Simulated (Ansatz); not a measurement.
**V: equation of state with PBE**

The system is V.

```
V
1.0
     0.00000    1.89500    1.89500
     1.89500    0.00000    1.89500
     1.89500    1.89500    0.00000
V
1
Direct
  0.00000 0.00000 0.00000
```

This isn't the form of V at room conditions, which is bcc.

| Item | Value |
| --- | --- |
| Program | Ansatz 0.2.0 |
| Task | equation of state |
| Functional | PBE |
| Potentials or basis | all-electron LAPW, scalar-relativistic |
| Basis error allowed | 0.0005 eV/atom |
| k mesh | 12 × 12 × 12 |
| Occupations | fermi-dirac, width 0.05 eV |
| Spin | collinear spin, ferromagnetic start |
| Starting moments | [2.0] μB |

```yaml
Equilibrium_volume: 13.89 Å³/atom
Bulk_modulus: 177 GPa
Pressure_derivative_of_the_bulk_modulus: 3.9
```

Energy against volume, from the lowest point:
```tsv
volume (Å³/atom)	energy (meV/atom)
12.793	54.85
13.066	29.99
13.338	13.03
13.610	3.26
13.882	0.00
14.154	2.66
14.427	10.68
```

All runs of the series together: 43 s on 2 threads of Intel(R) Xeon(R) Platinum 8488C (Sapphire Rapids), on a shared host.

Caveat: the starting moments weren't kept. Zero-point motion and thermal expansion aren't in these numbers.
